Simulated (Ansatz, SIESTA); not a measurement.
This is a calculation of Ge for SIESTA 5.4.2. Atoms were shifted at random by some hundredths of an Å from the given cell, which wasn't relaxed again for these runs. This isn't the form of Ge at room conditions, which is diamond.

Contents of Ge.fdf:

```
SystemName                      Ge
SystemLabel                     Ge
NumberOfSpecies                 1
NumberOfAtoms                   2
%block ChemicalSpeciesLabel
  1  32 Ge
%endblock ChemicalSpeciesLabel

LatticeConstant                 1.0 Ang
%block LatticeVectors
    -2.4958980000     2.6508630000     1.4369470000
     2.4958980000    -2.6508630000     1.4369470000
     2.4958980000     2.6508630000    -1.4369470000
%endblock LatticeVectors
AtomicCoordinatesFormat         Fractional
%block AtomicCoordinatesAndAtomicSpecies
     0.2983960000     0.0372420000     0.2393350000  1  Ge
     0.6945250000     0.9475460000     0.7538390000  1  Ge
%endblock AtomicCoordinatesAndAtomicSpecies

%block kgrid.MonkhorstPack
   11   0   0  0.0
    0  11   0  0.0
    0   0  11  0.0
%endblock kgrid.MonkhorstPack
XC.Functional                   GGA
XC.Authors                      PBEsol
PAO.BasisSize                   DZP
PAO.EnergyShift                 0.003 Ry
Mesh.Cutoff                     800 Ry
OccupationFunction              FD
ElectronicTemperature           0.05 eV
MaxSCFIterations                120
SCF.MustConverge                false
SCF.Mixer.Method                Pulay
SCF.Mixer.Weight                0.25
SCF.Mixer.History               8
SCF.DM.Tolerance                5.0e-05
SCF.H.Tolerance                 1.0e-03 eV
WriteForces                     true
Charge.Mulliken                 end
%block PAO.Basis
  Ge 4
  n=4 0 2
    5.960 0.000
  n=4 1 2
    8.130 0.000
  n=3 2 2
    3.189 0.000
  n=4 2 1
    8.130
%endblock PAO.Basis
```

Potentials or basis: PseudoDojo 0.4 standard (PBEsol files), converted to PSML, two zetas on semicore shells, DZP (energy shift 0.003 Ry; two zetas on semicore shells).

Run with:

```bash
$ siesta < Ge.fdf > Ge.out 2>&1
```

**Question.** Translate it to Ansatz 0.2.0. Potentials or basis there: Ansatz PAW, cutoff 420 eV.

**Answer.** As run (cutoffs and basis follow the program's own potentials, and thresholds, step limits or extra output files can differ):

File input.yaml:

```yaml
crystal:
  lattice:
    - [-2.495898, 2.650863, 1.436947]
    - [2.495898, -2.650863, 1.436947]
    - [2.495898, 2.650863, -1.436947]
  atoms:
    - { symbol: Ge, position: [0.298396, 0.037242, 0.239335] }
    - { symbol: Ge, position: [0.694525, 0.947546, 0.753839] }
hamiltonian:
  xc: pbesol
  pseudopotentials: { kind: paw }
kpoints:
  mp_grid: { grid: [11, 11, 11] }
scf:
  occupations: { method: fermi_dirac, width: 0.05 }
output:
  forces: true
  stress: true
  eigenvalues: true
```

Potentials or basis: Ansatz PAW.

The run is started by

```bash
$ ansatz run input.yaml --threads 1 --pin off --max-ram 3584MiB --backend cpu --events-out ev --progress --plain --runs-dir out
```

Both were run:

|  | SIESTA | Ansatz |
| --- | --- | --- |
| Pressure | -0.7 GPa | -2.3 GPa |
| Largest force | 0.205 eV/Å | 0.154 eV/Å |
| Energy over the undisturbed cell | 5.9 meV/atom | 4.8 meV/atom |

Ansatz's pressure holds a Pulay term of +0.03 GPa for its cutoff of 420 eV, which the other run lacks.

Ansatz's potentials were made for PBE.

Where Ansatz's input types no cutoff or centring, it takes its own default and a Γ-centred mesh.

Pressure is positive in compression.
